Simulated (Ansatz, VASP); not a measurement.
Two plane-wave programs on SiNi3

```
Ni Si
1.0
     3.46969    0.00000    0.00000
     0.00000    3.46969    0.00000
     0.00000    0.00000    3.46969
Ni Si
3 1
Cartesian
  1.7348 1.7348 0.0000
  1.7348 0.0000 1.7348
  0.0000 1.7348 1.7348
  0.0000 0.0000 0.0000
```

Change from the starting cell: volume scaled by 0.94.

Alike in both runs: task single point; functional PBE; k mesh 8 × 8 × 8; occupations fermi-dirac, width 0.05 eV; collinear spin, ferromagnetic start.

```csv
,VASP,Ansatz
version,VASP 6.6.1,Ansatz 0.2.0
potentials or method,"VASP PAW PBE potentials, release 64 (Ni, Si)",Ansatz PAW
plane-wave cutoff (eV),520,420
valence electrons in the cell,34,58
```

VASP gave:

```
gap on the k mesh at the Fermi level (eV) : none
pressure (GPa)                            : 7.2
net moment per atom (μB)                  : 0.00
```

Question: What did Ansatz give for the same quantities?

Answer: gap on the k mesh at the Fermi level (eV): none; pressure (GPa): 7.3; net moment per atom (μB): 0.00.

A gap of «none» marks a metal or a gap that the smearing closes. The two sets of potentials don't hold the same shells in valence.

Caveats: the starting moments weren't kept (Ansatz).
